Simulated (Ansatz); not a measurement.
**SiNi: equilibrium cell**

Method: Ansatz 0.2.0, DFT PBE, scalar-relativistic, plane waves, PAW. Each run relaxes cell and atoms to zero pressure from this start:

```xyz
4
Lattice="3.0266 0.0000 0.0000 0.0000 3.2735 0.0000 0.0000 0.0000 4.6978" Properties=species:S:1:pos:R:3 pbc="T T T"
Si    1.5133    1.6367    3.9569
Si    0.0000    0.0000    0.7408
Ni    1.5133    1.6367    1.6171
Ni    0.0000    0.0000    3.0807
```

```
Γ-centred k-mesh : 14×12×10
occupation rule  : Gaussian smearing, 0.1 eV
spin treatment   : unpolarised
```

Lengths are those of the conventional cell, space group Pmmn. The stress that the relaxation follows holds a correction for the finite cutoff (Pulay stress).

| cutoff (eV) | a (Å) | b (Å) | c (Å) | volume (Å³/atom) | gap on mesh (eV) |
| --- | --- | --- | --- | --- | --- |
| 250 | 3.035 | 3.288 | 4.795 | 11.96 | metal |
| 300 | 3.055 | 3.269 | 4.716 | 11.78 | metal |
| 350 | 3.055 | 3.259 | 4.711 | 11.73 | metal |

Q: What does 520 give?

A: It gives:

```json
{"cutoff (eV)": "520", "a (Å)": "3.055", "b (Å)": "3.258", "c (Å)": "4.709", "volume (Å³/atom)": "11.72", "gap on mesh (eV)": "metal"}
```

This form isn't the usual stable structure of the compound.

1 further run of this set isn't shown.

Cost: 4 runs of about 22 core-minutes in all, on Arm Neoverse V1 (shared hosts).